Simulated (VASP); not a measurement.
# Ru in VASP: work function with PBEsol

Aim: the work function of Ru with PBEsol.

Program: VASP 6.6.1. These are calculated values, not measurements. Logs are shortened: lines on timing, memory, paths and dates and some standing lists are left out, and cuts for length are marked.

### Step 1. The slab as given

The cell holds a slab with vacuum, 4 atoms: a = 2.690 Å, b = 2.690 Å, c = 27.670 Å, α = 90.00°, β = 90.00°, γ = 120.00°.

The cell was built by a generator and needn't be a form met in nature.

### Step 2. Work function, PBEsol

INCAR reads:

```
SYSTEM = Ru
  PREC = Accurate
  ENCUT = 520
  EDIFF = 1E-7
  ISMEAR = 1
  SIGMA = 0.1
  LREAL = .FALSE.
  LASPH = .TRUE.
  NELM = 100
  ALGO = Normal
  ISIF = 2
  LWAVE = .FALSE.
  LCHARG = .TRUE.
  LDIPOL = .TRUE.
  IDIPOL = 3
  DIPOL = 0.5 0.5 0.500
  GGA = PS
  LVHAR = .TRUE.
  LVACPOTAV = .TRUE.
  KPAR = 2
```

KPOINTS reads:

```
regular mesh
0
G
  14 14 1
  0 0 0
```

POSCAR reads:

```
Ru                                      
1.0
    2.6898417900      0.0000000000      0.0000000000
   -1.3449209000      2.3294712900      0.0000000000
    0.0000000000      0.0000000000     27.6699343500
  Ru            
     4
Selective dynamics
Direct
     0.3333330000000032    0.6666669999999968    0.3848095399999991   F   F   F
     0.6666669999999968    0.3333330000000032    0.4590298907872477   T   T   T
     0.3333330000000032    0.6666669999999968    0.5362446858850467   T   T   T
     0.6666669999999968    0.3333330000000032    0.6104594553131912   T   T   T
```

Potentials or basis: VASP PAW PBE potentials, release 64 (Ru_pv).

Command:

```bash
$ cat potpaw_PBE.64/Ru_pv/POTCAR > POTCAR
$ mpirun -np 2 vasp_std > vasp.out
```

OUTCAR:

```text
SYSTEM = Ru
   PREC = Accurate
   ENCUT = 520
   EDIFF = 1E-7
   ISMEAR = 1
   LREAL = .FALSE.
   LASPH = .TRUE.
   NELM = 100
   ISIF = 2
   GGA = PS

 ion  position               nearest neighbor table
   1  0.333  0.667  0.385-   2 2.57   2 2.57   2 2.57
   2  0.667  0.333  0.459-   1 2.57   1 2.57   1 2.57   3 2.64   3 2.64   3 2.64
   3  0.333  0.667  0.536-   4 2.57   4 2.57   4 2.57   2 2.64   2 2.64   2 2.64
   4  0.667  0.333  0.610-   3 2.57   3 2.57   3 2.57

  LATTYP: Found a hexagonal cell.
 ALAT       =     2.6898417900
 C/A-ratio  =    10.2868259586

  Lattice vectors:

 A1 = (   2.6898417900,   0.0000000000,   0.0000000000)
 A2 = (  -1.3449209000,   2.3294712900,   0.0000000000)
 A3 = (   0.0000000000,   0.0000000000,  27.6699343500)

Analysis of symmetry for initial positions (statically):
=====================================================================
 Subroutine PRICEL returns:
 Original cell was already a primitive cell.

 Routine SETGRP: Setting up the symmetry group for a
 hexagonal supercell.

 Subroutine GETGRP returns: Found 12 space group operations
 (whereof  6 operations were pure point group operations)
 out of a pool of 24 trial point group operations.

The static configuration has the point symmetry C_3v.
 The point group associated with its full space group is D_3d.

Analysis of symmetry for dynamics (positions and initial velocities):
=====================================================================
 Subroutine PRICEL returns:
 Original cell was already a primitive cell.

 Routine SETGRP: Setting up the symmetry group for a
 hexagonal supercell.

 Subroutine GETGRP returns: Found 12 space group operations
 (whereof  6 operations were pure point group operations)
 out of a pool of 24 trial point group operations.

The dynamic configuration has the point symmetry C_3v.
 The point group associated with its full space group is D_3d.

Analysis of constrained symmetry for selective dynamics:
=====================================================================
 Subroutine PRICEL returns:
 Original cell was already a primitive cell.

 Routine SETGRP: Setting up the symmetry group for a
 hexagonal supercell.

 Subroutine GETGRP returns: Found  6 space group operations
 (whereof  6 operations were pure point group operations)
 out of a pool of 24 trial point group operations.

The constrained configuration has the point symmetry C_3v.

 Subroutine INISYM returns: Found  6 space group operations
 (whereof  6 operations are pure point group operations),
 and found     1 'primitive' translations

----------------------------------------------------------------------------------------

                                     Primitive cell

  volume of cell :     173.3773

  direct lattice vectors                    reciprocal lattice vectors
     2.689841790  0.000000000  0.000000000     0.371769077  0.214640981  0.000000000
    -1.344920900  2.329471290  0.000000000     0.000000000  0.429281960  0.000000000
     0.000000000  0.000000000 27.669934350     0.000000000  0.000000000  0.036140310

  length of vectors
     2.689841790  2.689841765 27.669934350     0.429281955  0.429281960  0.036140310

  position of ions in fractional coordinates (direct lattice)
     0.333333000  0.666667000  0.384809540
     0.666667000  0.333333000  0.459029891
     0.333333000  0.666667000  0.536244686
     0.666667000  0.333333000  0.610459455

  ion indices of the primitive-cell ions
   primitive index   ion index
                 1           1
                 2           2
                 3           3
                 4           4

----------------------------------------------------------------------------------------

 KPOINTS: regular mesh

Automatic generation of k-mesh.
 Grid dimensions read from file:
 generate k-points for:   14   14    1

 Generating k-lattice:

  Cartesian coordinates                     Fractional coordinates (reciprocal lattice)
     0.026554934  0.015331499  0.000000000     0.071428571  0.000000000  0.000000000
     0.000000000  0.030662997  0.000000000     0.000000000  0.071428571  0.000000000
     0.000000000  0.000000000  0.036140310     0.000000000  0.000000000  1.000000000

  Length of vectors
     0.030662997  0.030662997  0.036140310

  Shift w.r.t. Gamma in fractional coordinates (k-lattice)
     0.000000000  0.000000000  0.000000000

 Subroutine IBZKPT returns following result:
 ===========================================

 Found     24 irreducible k-points:

 Following reciprocal coordinates:
            Coordinates               Weight
  0.000000  0.000000  0.000000      1.000000
  0.071429  0.000000  0.000000      6.000000
  0.142857  0.000000  0.000000      6.000000
  0.214286  0.000000  0.000000      6.000000
  0.285714 -0.000000  0.000000      6.000000
  0.357143 -0.000000  0.000000      6.000000
[... 16 lines left out ...]
  0.285714  0.285714  0.000000      6.000000
  0.357143  0.285714  0.000000      6.000000
   k-points           NKPTS =     24   k-points in BZ     NKDIM =     24   number of bands    NBANDS=     33
   number of dos      NEDOS =    301   number of ions     NIONS =      4
   total plane-waves  NPLWV =  84000
   dimension x,y,z NGX =    20 NGY =   20 NGZ =  210
   dimension x,y,z NGXF=    40 NGYF=   40 NGZF=  420
   ions per type =               4
   NGX,Y,Z   is equivalent  to a cutoff of  12.36, 12.36, 12.62 a.u.
   NGXF,Y,Z  is equivalent  to a cutoff of  24.72, 24.72, 25.23 a.u.
 SYSTEM =  Ru
   PREC   = accura    normal or accurate (medium, high low for compatibility)
   ISTART =      0    job   : 0-new  1-cont  2-samecut
   ICHARG =      2    charge: 1-file 2-atom 10-const
   ISPIN  =      1    spin polarized calculation?
   LNONCOLLINEAR =      F non collinear calculations
   LSORBIT =      F    spin-orbit coupling
   LASPH  =      T    aspherical Exc in radial PAW
   ENCUT  =  520.0 eV  38.22 Ry    6.18 a.u.   5.00  5.00 51.45*2*pi/ulx,y,z
   NELM   =    100;   NELMIN=  2; NELMDL= -5     # of ELM steps
   EDIFF  = 0.1E-06   stopping-criterion for ELM
   LREAL  =      F    real-space projection
[... 7 lines left out ...]
   TEBEG  =    0.0;   TEEND  =   0.0 temperature during run
   PSTRESS=    0.0 pullay stress
   NELECT =      56.0000    total number of electrons
   NUPDOWN=      -1.0000    fix difference up-down
   EMIN   =  10.00;   EMAX   =-10.00  energy-range for DOS
   EFERMI =   0.00;   METHOD = LEGACY
   ISMEAR =     1;   SIGMA  =   0.10  broadening in eV -4-tet -1-fermi 0-gaus
   EFERMI_NEDOS =   21; number of points for ismear=-14 and -15
   IALGO  =     38    algorithm
   IMIX   =      4    mixing-type and parameters
     AMIX     =   0.40;   BMIX     =  1.00
     AMIX_MAG =   1.60;   BMIX_MAG =  1.00
  volume/ion in A,a.u.               =      43.34       292.50
  Fermi-wavevector in a.u.,A,eV,Ry     =   1.123242  2.122620 17.166105  1.261673
  Thomas-Fermi vector in A             =   2.259907
   LORBIT       =      0    0 simple, 1 ext, 2 COOP (PROOUT), +10 PAW based schemes
   GGA     = PS    functional components
   LHFCALC =     F    Hartree Fock is set to
   AEXX    =    0.0000 exact exchange contribution
   IVDW    =     0    specifies the selected vdW correction
   LEPSILON=     F    determine dielectric tensor
   LRPA    =     F    only Hartree local field effects (RPA)
 non-spin polarized calculation
 Methfessel and Paxton  Order N= 1 SIGMA  =   0.10
  energy-cutoff  :      520.00
  volume of cell :      173.38
 maximum number of plane-waves:      4731
 NGX is ok and might be reduce to    20
   NGX =  9   NGY =  9   NGZ =103

 dipolmoment           0.000000      0.000000      0.000000 electrons x Angstroem

 number of electron      56.0000011 magnetization

 dipolmoment           0.000000      0.000000     -0.000002 electrons x Angstroem

 Free energy of the ion-electron system (eV)
  ---------------------------------------------------
  ext. energy  EPLUGINS =         0.00000000
  ---------------------------------------------------
  free energy    TOTEN  =       -38.28874173 eV

  energy without entropy =      -38.28813513  energy(sigma->0) =      -38.28853953

 E-fermi :   0.4813     XC(G=0):  -5.1396

 val. band max:        0.4774019903   @ k =   0.2857   0.0714   0.0000
 cond. band min:       0.4973655301   @ k =   0.2143   0.0000   0.0000
 fundamental gap:      0.0199635398
 Fermi energy:         0.4813115952

 k-point     1 :       0.0000    0.0000    0.0000
  band No.  band energies     occupation
      1     -43.2167      2.00000
      2     -42.7800      2.00000
      3     -42.3271      2.00000
      4     -42.3271      2.00000
      5     -42.2415      2.00000
      6     -42.2415      2.00000
[... 25 lines left out ...]
     32       0.5918     -0.06577
     33       1.5318     -0.00000

 k-point     2 :       0.0714    0.0000    0.0000
  band No.  band energies     occupation
      1     -43.2022      2.00000
      2     -42.7806      2.00000
      3     -42.3605      2.00000
      4     -42.3391      2.00000
      5     -42.3128      2.00000
      6     -42.2498      2.00000
[... 25 lines left out ...]
     32       0.5482      0.10323
     33       0.8599     -0.00000

 k-point     3 :       0.1429    0.0000    0.0000
  band No.  band energies     occupation
      1     -43.1614      2.00000
      2     -42.7920      2.00000
      3     -42.4605      2.00000
      4     -42.4331      2.00000
      5     -42.3722      2.00000
      6     -42.2736      2.00000
[... 25 lines left out ...]
     32       0.4673      1.23492
     33       1.2031     -0.00000

 k-point     4 :       0.2143    0.0000    0.0000
  band No.  band energies     occupation
      1     -43.1037      2.00000
      2     -42.8440      2.00000
      3     -42.6234      2.00000
      4     -42.5311      2.00000
      5     -42.4189      2.00000
      6     -42.3086      2.00000
[... 673 lines left out ...]
     32       2.1131     -0.00000
     33       5.8583      0.00000

 k-point    23 :       0.2857    0.2857    0.0000
  band No.  band energies     occupation
      1     -43.0520      2.00000
      2     -43.0399      2.00000
      3     -42.8901      2.00000
      4     -42.7151      2.00000
      5     -42.7134      2.00000
      6     -42.6869      2.00000
[... 25 lines left out ...]
     32       2.0929     -0.00000
     33       6.0166      0.00000

 k-point    24 :       0.3571    0.2857    0.0000
  band No.  band energies     occupation
      1     -43.0387      2.00000
      2     -43.0192      2.00000
      3     -42.9172      2.00000
      4     -42.7591      2.00000
      5     -42.7140      2.00000
      6     -42.6887      2.00000
[... 25 lines left out ...]
     32       1.8166     -0.00000
     33       7.3465      0.00000

------------------------ aborting loop because EDIFF is reached ----------------------------------------

  FORCE on cell =-STRESS in cart. coord.  units (eV):
  Direction    XX          YY          ZZ          XY          YZ          ZX
  --------------------------------------------------------------------------------------
  -------------------------------------------------------------------------------------
  Total       -3.0911386     -3.0911385     -0.0665669      0.0000000     -0.0000000     -0.0000000
  in kB      -28.5651714    -28.5651706     -0.6151435      0.0000001     -0.0000000     -0.0000000
  external PRESSURE =     -19.2484952 kB  Pullay stress =       0.0000000 kB

 VOLUME and BASIS-vectors are now :
 -----------------------------------------------------------------------------
  energy-cutoff  :      520.00
  volume of cell :      173.38
      direct lattice vectors                 reciprocal lattice vectors
     2.689841790  0.000000000  0.000000000     0.371769077  0.214640981  0.000000000
    -1.344920900  2.329471290  0.000000000     0.000000000  0.429281960  0.000000000
     0.000000000  0.000000000 27.669934350     0.000000000  0.000000000  0.036140310

 POSITION                                       TOTAL-FORCE (eV/Angst)
 -----------------------------------------------------------------------------------
     -0.00000      1.55298     10.64765        -0.000000      0.000000      0.002936
      1.34492      0.77649     12.70133         0.000000     -0.000000     -0.000546
     -0.00000      1.55298     14.83786        -0.000000     -0.000000     -0.001097
      1.34492      0.77649     16.89137         0.000000     -0.000000     -0.001292
 -----------------------------------------------------------------------------------
    total drift:                                0.000000      0.000000     -0.000070

  FREE ENERGIE OF THE ION-ELECTRON SYSTEM (eV)
  ---------------------------------------------------
  free  energy   TOTEN  =       -38.2887417291 eV

  energy  without entropy=      -38.2881351296  energy(sigma->0) =      -38.28853953

 vacuum level on the upper side and lower side of the slab         5.669         5.669
```

It took 95 s on 2 MPI ranks of AMD EPYC 9R45 (Zen 5), shared host; peak memory 0.29 GiB.

What came out:

- Free energy: -38.2887 eV
- Band gap on the k mesh: none (metal or under the smearing width)
- Work function of the upper face: 5.19 eV
- Work function of the lower face: 5.19 eV

Forces in eV/Å, atoms in the order of the input:
```
Ru   0.000  0.000  0.003
Ru   0.000  0.000 -0.001
Ru   0.000  0.000 -0.001
Ru   0.000  0.000 -0.001
```

Caveat: the PAW data sets were made with another functional, which shifts forces and pressure a little.
